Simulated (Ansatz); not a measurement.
An added N started as a split pair with a N atom in zincblende AlN, 65 atoms, charge 0

Theory: DFT, PBEsol, PAW, plane waves in Ansatz 0.2.0.

Command:

```sh
ansatz run in.yaml --threads 7 --pin off --max-ram 13300MiB --runs-dir r --events-out ev --progress --plain
```

The input less its lattice and atoms (starting moments on atoms near the defect: 1 μB in all):

```yaml
crystal:
  symmetry: { detect: false }
kpoints:
  mp_grid: { grid: [1, 1, 1], shift: [0.25, 0.25, 0.25] }
hamiltonian:
  xc: pbesol
magnetization:
  spin_polarized: true
scf:
  occupations: { method: fermi_dirac, width: 0.01 }
relax:
  f_tol: 0.03
  max_steps: 80
  escape_saddle: false
  adjacent_minimum: "off"
output:
  forces: true
  eigenvalues: true
  populations: true
```

Start:

```
Al N
1.0
     8.75544    0.00000    0.00000
     0.00000    8.75544    0.00000
     0.00000    0.00000    8.75544
Al N
32 33
Direct
  0.00260 0.00072 0.99823
  0.99830 0.00208 0.50062
  0.99871 0.50024 0.00084
  0.99926 0.49892 0.49735
  0.49927 0.99757 0.00066
  0.49904 0.00073 0.49876
  0.50067 0.50387 0.99985
  0.49772 0.50124 0.50084
  0.25067 0.24444 0.00238
  0.25218 0.24816 0.50003
  0.24794 0.74465 0.00066
  0.24845 0.74759 0.50184
  0.74936 0.24875 0.00099
  0.75247 0.25237 0.49928
  0.75100 0.74844 0.99958
  0.75332 0.75276 0.50042
  0.24612 0.00251 0.25317
  0.24300 0.00091 0.75306
  0.25102 0.49971 0.24953
  0.25253 0.49957 0.74916
  0.75678 0.00081 0.24925
  0.74969 0.99916 0.75021
  0.75037 0.50182 0.25024
  0.75145 0.50357 0.74848
  0.99706 0.25029 0.24794
  0.00040 0.25383 0.74788
  0.99846 0.74868 0.24825
  0.00051 0.75092 0.75222
  0.49805 0.25205 0.25014
  0.49902 0.25110 0.75620
  0.49869 0.74995 0.24776
  0.50080 0.74781 0.75236
  0.12581 0.13076 0.12308
  0.12153 0.12250 0.62743
  0.12639 0.62684 0.12399
  0.12589 0.62821 0.62574
  0.61922 0.12604 0.12260
  0.62783 0.12328 0.62285
  0.62459 0.62155 0.12740
  0.55890 0.56313 0.62626
  0.37633 0.37947 0.12408
  0.37544 0.37560 0.62564
  0.37914 0.87289 0.12666
  0.37171 0.87409 0.62405
  0.87411 0.37747 0.12135
  0.86919 0.37448 0.62504
  0.87052 0.87431 0.12862
  0.87188 0.87725 0.62552
  0.37618 0.12377 0.37579
  0.37245 0.12464 0.87443
  0.37299 0.62854 0.37646
  0.37530 0.62215 0.86986
  0.87297 0.12524 0.37512
  0.87354 0.12500 0.86669
  0.87193 0.62616 0.37286
  0.87428 0.62405 0.87503
  0.12345 0.36985 0.37762
  0.12647 0.37498 0.87428
  0.12297 0.87084 0.37550
  0.12965 0.87467 0.87442
  0.62774 0.37316 0.37420
  0.62652 0.37147 0.87259
  0.62223 0.87562 0.37320
  0.62643 0.87838 0.87274
  0.68750 0.69200 0.62628
```

Steps:

| step | energy less the first (eV) | largest force component (eV/Å) |
| --- | --- | --- |
| start | 0.000 | 26.091 |
| 1 | -8.252 | 9.903 |
| 2 | -11.300 | 2.967 |
| 3 | -11.746 | 0.613 |
| 4 | -11.791 | 0.166 |
| 5 | -11.795 | 0.143 |
| 6 | -11.798 | 0.050 |
| 7 | -11.799 | 0.017 |

A structure on the way, about -11.30 eV from the start:

```
Al N
1.0
     8.75544    0.00000    0.00000
     0.00000    8.75544    0.00000
     0.00000    0.00000    8.75544
Al N
32 33
Direct
  0.99987 0.00123 0.99817
  0.00419 0.00480 0.49809
  0.99970 0.49865 0.00150
  0.00023 0.50083 0.49835
  0.49914 0.00103 0.00240
  0.50130 0.99967 0.49937
  0.49847 0.49944 0.00177
  0.48176 0.48277 0.49354
  0.24818 0.24860 0.99846
  0.24523 0.24564 0.49746
  0.24781 0.75108 0.00210
  0.25023 0.74887 0.49934
  0.74953 0.24946 0.00143
  0.74799 0.25054 0.49927
  0.75022 0.75124 0.00099
  0.76748 0.76606 0.49335
  0.25048 0.99969 0.24900
  0.24947 0.00010 0.74931
  0.24819 0.49842 0.24691
  0.24957 0.49868 0.75021
  0.75180 0.00118 0.24798
  0.75049 0.00031 0.74959
  0.74862 0.50115 0.24951
  0.75482 0.49568 0.75342
  0.99931 0.25015 0.24845
  0.99962 0.24966 0.74934
  0.00188 0.75208 0.24793
  0.00061 0.75137 0.74892
  0.49870 0.24807 0.24780
  0.49847 0.24976 0.75016
  0.50017 0.75044 0.24936
  0.49373 0.75486 0.75459
  0.12505 0.12530 0.12411
  0.12483 0.12488 0.62577
  0.12467 0.62575 0.12407
  0.12487 0.62550 0.62462
  0.62480 0.12541 0.12465
  0.62477 0.12497 0.62482
  0.62461 0.62474 0.12406
  0.56886 0.57150 0.63724
  0.37317 0.37380 0.12456
  0.36225 0.36345 0.62627
  0.37572 0.87464 0.12543
  0.37448 0.87510 0.62303
  0.87462 0.37532 0.12507
  0.87456 0.37520 0.62274
  0.87587 0.87685 0.12446
  0.88613 0.88631 0.62580
  0.37438 0.12376 0.37422
  0.37443 0.12460 0.87574
  0.37219 0.62317 0.37089
  0.37221 0.62517 0.87874
  0.87492 0.12618 0.37339
  0.87429 0.12586 0.87535
  0.87742 0.62652 0.37050
  0.87625 0.62558 0.87808
  0.12327 0.37467 0.37358
  0.12274 0.37540 0.87511
  0.12630 0.87590 0.37323
  0.12575 0.87615 0.87540
  0.62312 0.37323 0.37121
  0.62414 0.37313 0.87749
  0.62656 0.87665 0.37163
  0.62439 0.87740 0.87836
  0.67709 0.67995 0.63780
```

End:

```
Al N
1.0
     8.75544    0.00000    0.00000
     0.00000    8.75544    0.00000
     0.00000    0.00000    8.75544
Al N
32 33
Direct
  0.00009 0.00069 0.99854
  0.00520 0.00580 0.49788
  0.99974 0.49937 0.00097
  0.99905 0.50119 0.49942
  0.49871 0.00042 0.00126
  0.50075 0.99941 0.49950
  0.49877 0.49940 0.00083
  0.47792 0.47826 0.48781
  0.24873 0.24936 0.99878
  0.24463 0.24515 0.49817
  0.24848 0.75078 0.00135
  0.24946 0.74906 0.49957
  0.75018 0.24907 0.00130
  0.74846 0.24999 0.49954
  0.74953 0.75021 0.00096
  0.77339 0.77359 0.48467
  0.24990 0.99999 0.24846
  0.24916 0.99999 0.74974
  0.24677 0.49898 0.24654
  0.24936 0.49946 0.75019
  0.75080 0.00325 0.24583
  0.74986 0.99931 0.74948
  0.74897 0.50071 0.24917
  0.75305 0.49478 0.75366
  0.99942 0.25052 0.24839
  0.99941 0.24977 0.74971
  0.00273 0.75135 0.24578
  0.99889 0.75053 0.74941
  0.49841 0.24732 0.24656
  0.49883 0.24971 0.75018
  0.50022 0.74950 0.24923
  0.49435 0.75384 0.75388
  0.12460 0.12518 0.12461
  0.12495 0.12555 0.62597
  0.12460 0.62501 0.12411
  0.12451 0.62514 0.62483
  0.62448 0.12526 0.12420
  0.62461 0.12499 0.62484
  0.62447 0.62499 0.12518
  0.57077 0.57139 0.64805
  0.37328 0.37384 0.12476
  0.36345 0.36395 0.62560
  0.37460 0.87507 0.12591
  0.37454 0.87500 0.62346
  0.87452 0.37522 0.12574
  0.87438 0.37520 0.62338
  0.87594 0.87646 0.12416
  0.88678 0.88727 0.62477
  0.37452 0.12416 0.37409
  0.37432 0.12408 0.87560
  0.37266 0.62372 0.37175
  0.37142 0.62535 0.88001
  0.87513 0.12653 0.37370
  0.87455 0.12569 0.87524
  0.87803 0.62685 0.37017
  0.87588 0.62472 0.87862
  0.12368 0.37501 0.37404
  0.12351 0.37495 0.87551
  0.12592 0.87565 0.37371
  0.12512 0.87515 0.87530
  0.62323 0.37314 0.37165
  0.62465 0.37201 0.87986
  0.62650 0.87841 0.37026
  0.62404 0.87678 0.87914
  0.67907 0.68109 0.64054
```

Self-consistency was reached.

Time: 87 s of wall time on 7 threads of a Neoverse-V2 processor, on a host shared with other runs; peak host memory 1.8 GiB.

(1) How much energy did the relaxation gain, and which atom moved most?

The moment started at 1 μB and ended at 1.0 μB; no other spin state is shown. The one k point has no symmetry partners, which can distort the end along one axis.

Results:

(1) 11.80 eV in 7 steps, from a start with small random displacements (neighbours that lie too close to an added atom are first pushed off); atom 8 (Al) moved 0.29 Å, the median atom 0.05 Å (drift of the whole cell removed).
